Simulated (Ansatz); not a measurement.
Crystal: Be2C.

```xyz
3
Lattice="0.0000 2.1650 2.1650 2.1650 0.0000 2.1650 2.1650 2.1650 0.0000" Properties=species:S:1:pos:R:3 pbc="T T T"
C     0.0000    0.0000    0.0000
Be    3.2475    3.2475    3.2475
Be    1.0825    1.0825    1.0825
```

Base run:

- Program: Ansatz 0.2.0
- Functional: HSE06 form with a typed share of exact exchange
- Potentials or basis: Ansatz PAW
- Cutoff: 420 eV (not typed: the program's choice for these potentials)
- k mesh: 6 × 6 × 6
- Occupations: fermi-dirac, width 0.05 eV
- Spin: no spin polarisation

Its results: band gap on the k mesh 2.06 eV, indirect (least direct gap 5.28 eV); pressure -3.5 GPa.

The run is repeated on the same cell with these changes: screening (1/å) from 0.15 to 0.2. What comes out?

Band gap on the k mesh 1.93 eV, indirect (least direct gap 5.15 eV); pressure -3.5 GPa.

Caveats: the PAW data sets come from PBE, with cores solved anew for the run's functional, which leaves a small shift of forces and pressure; the thresholds are loose for stress.

A k mesh can miss the band edges.
